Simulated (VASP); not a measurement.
Input of a VASP 6.6.1 run:

File INCAR:

```
SYSTEM = LiCl
ALGO     = Fast           ! electronic algorithm
EDIFF    = 1E-6           ! SCF threshold, eV
ENCUT    = 520            ! plane-wave cutoff, eV
GGA      = PE             ! functional
ISIF     = 2              ! what is computed and relaxed
ISMEAR   = -1             ! smearing method
LASPH    = .True.         ! aspherical terms in the spheres
LCHARG   = .True.         ! write CHGCAR
LELF     = .True.         ! ELF
LREAL    = .False.        ! projectors in reciprocal space
LVHAR    = .True.       
LWAVE    = .False.        ! write WAVECAR
NBANDS   = 12             ! bands
NELM     = 100            ! most SCF steps
PREC     = Accurate       ! precision mode
SIGMA    = 0.02           ! smearing width, eV
```

KPOINTS

```
k-points
0
Gamma
  8 8 8
  0 0 0
```

Contents of POSCAR:

```
LiCl
1.0
    3.2711235777      0.0000000000      0.0000000000
    0.0000000000      3.2711235777      0.0000000000
    0.0000000000      0.0000000000      3.2999094652
Li Cl
1 1
Direct
    0.0000000000      0.0000000000      0.0000000000
    0.5000000000      0.5000000000      0.5000000000
```

Potentials or basis: VASP PAW PBE potentials, release 64 (Li_sv, Cl).

The run is started by

```bash
$ cat potpaw_PBE.64/Li_sv/POTCAR potpaw_PBE.64/Cl/POTCAR > POTCAR
$ mpirun -np 1 vasp_std > vasp.out
```

(1) Predict the band gap on the k mesh.

Results:

(1) 4.38 eV, indirect (least direct gap 5.17 eV).
